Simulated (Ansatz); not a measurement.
## Compressing S

Level of theory: Ansatz 0.2.0, DFT PBEsol, scalar-relativistic, plane waves, PAW. (420 eV cutoff, 6×6×6 k-mesh, Gaussian smearing of 0.02 eV, no spin polarisation)

Reference structure (relaxed):

```yaml
crystal:
  lattice:
    - [5.20949, 3.00770, 1.45923]
    - [-5.20949, 3.00770, 1.45923]
    - [0.00000, -6.01540, 1.45923]
  atoms:
    - { symbol: S, position: [0.59449, 0.35381, 0.24344] }
    - { symbol: S, position: [0.24344, 0.59449, 0.35381] }
    - { symbol: S, position: [0.35381, 0.24344, 0.59449] }
    - { symbol: S, position: [0.40551, 0.64619, 0.75656] }
    - { symbol: S, position: [0.75656, 0.40551, 0.64619] }
    - { symbol: S, position: [0.64619, 0.75656, 0.40551] }
```

Cell and atoms are relaxed at each pressure within the symmetry of the start, at zero temperature, so transitions that lower the symmetry aren't seen. The k-mesh given is that at zero pressure and may differ at others. a, b and c are the lengths of the cell vectors above. ΔH is E + PV over the energy at zero pressure. Gaps are Kohn–Sham gaps over the whole zone.

```csv
P (GPa),V (Å³/atom),V/V0,a (Å),b (Å),c (Å),α (°),β (°),γ (°),ΔH (eV/atom),gap (eV)
0,22.86,1.000,6.190,6.190,6.190,114.6,114.6,114.6,0.000,1.98
3,19.04,0.833,5.990,5.990,5.990,115.5,115.5,115.5,0.383,1.57
8,16.94,0.741,5.821,5.821,5.821,115.8,115.8,115.8,0.941,1.23
15,15.36,0.672,5.668,5.668,5.668,116.0,116.0,116.0,1.643,0.86
30,13.50,0.590,5.462,5.462,5.462,116.1,116.1,116.1,2.984,0.08
60,11.55,0.505,5.220,5.220,5.220,116.3,116.3,116.3,5.308,metal
```

This form isn't the element's structure at ambient conditions.